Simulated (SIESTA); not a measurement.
Crystal: MgO.

```
Mg O
1.0
     0.00000    2.09700    2.09700
     2.09700    0.00000    2.09700
     2.09700    2.09700    0.00000
Mg O
1 1
Direct
  0.00000 0.00000 0.00000
  0.50000 0.50000 0.50000
```

The cell is a database's computed one.

Base run:

- Program: SIESTA 5.4.2
- Functional: PBE
- Potentials or basis: PseudoDojo 0.4 standard (PBE files)
- Basis: DZP (energy shift 0.003 Ry; two zetas on semicore shells)
- Grid cutoff: 800 Ry
- Energy shift: 0.003 Ry
- k mesh: 11 × 11 × 11
- Occupations: fermi-dirac, width 0.05 eV
- Spin: no spin polarisation

Its results: band gap on the k mesh 4.76 eV, direct; pressure 10.5 GPa.

Problem. After a change of settings the same cell gave: band gap on the k mesh 5.00 eV, direct; pressure 14.3 GPa. Which change was it?
A. functional from PBE to AM05; potentials or basis from PseudoDojo 0.4 standard (PBE files) to PseudoDojo 0.4 standard (PBEsol files)
B. basis from DZP (energy shift 0.003 Ry; two zetas on semicore shells) to DZP (energy shift 0.01 Ry); energy shift from 0.003 Ry to 0.01 Ry
C. functional from PBE to BLYP
D. basis from DZP (energy shift 0.003 Ry; two zetas on semicore shells) to DZP (energy shift 0.002 Ry); energy shift from 0.003 Ry to 0.002 Ry

Solution. C.

BLYP binds less tightly than PBE, so the same cell stands under more pressure.

Caveats: the basis of atomic orbitals isn't converged, which shifts pressures, moduli and gaps; an odd mesh through Γ misses points on the zone boundary, where band edges often lie (some runs); the potentials were made for another functional, which shifts forces and pressure (some runs).

Not every run made on this cell is shown here.
